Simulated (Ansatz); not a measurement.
Crystal: Bi.

```xyz
1
Lattice="-1.9814 1.9814 1.9814 1.9814 -1.9814 1.9814 1.9814 1.9814 -1.9814" Properties=species:S:1:pos:R:3 pbc="T T T"
Bi    0.0000    0.0000    0.0000
```

This isn't the form of Bi at room conditions, which is rhombohedral.

- Program: Ansatz 0.2.0
- Task: relaxation of cell and atoms
- Functional: HSE06
- Potentials or basis: Ansatz PAW
- Cutoff: 420 eV (not typed: the program's choice for these potentials)
- k mesh: 5 × 5 × 5
- Occupations: fermi-dirac, width 0.05 eV
- Spin: no spin polarisation

At the start: volume 31.12 Å³/atom.

Problem. How do energy, volume and symmetry change on relaxing?

Solution. It ends after 5 steps and the volume is 30.02 Å³/atom (-3.5 %); space group Im-3m (No. 229, to 0.05 Å).

The path:
```tsv
step	energy change (eV)	largest force (eV/Å)	volume (Å³)
1	0.0000	0.0000	31.12
2	-0.0052	0.0000	30.20
3	-0.0054	0.0000	29.92
4	-0.0055	0.0000	30.02
5	-0.0052	0.0000	30.02
```

Final structure:
```xyz
1
Lattice="-1.9578 1.9578 1.9578 1.9578 -1.9578 1.9578 1.9578 1.9578 -1.9578" Properties=species:S:1:pos:R:3 pbc="T T T"
Bi    0.0000    0.0000    0.0000
```

Caveat: the k mesh is coarse (spacing up to 0.45 Å⁻¹), so the values aren't converged, least of all with exact exchange; the plane-wave basis is chosen anew once the cell has moved, so the energies of steps on either side of that aren't comparable; the PAW data sets come from PBE, with cores solved anew for the run's functional, which leaves a small shift of forces and pressure.
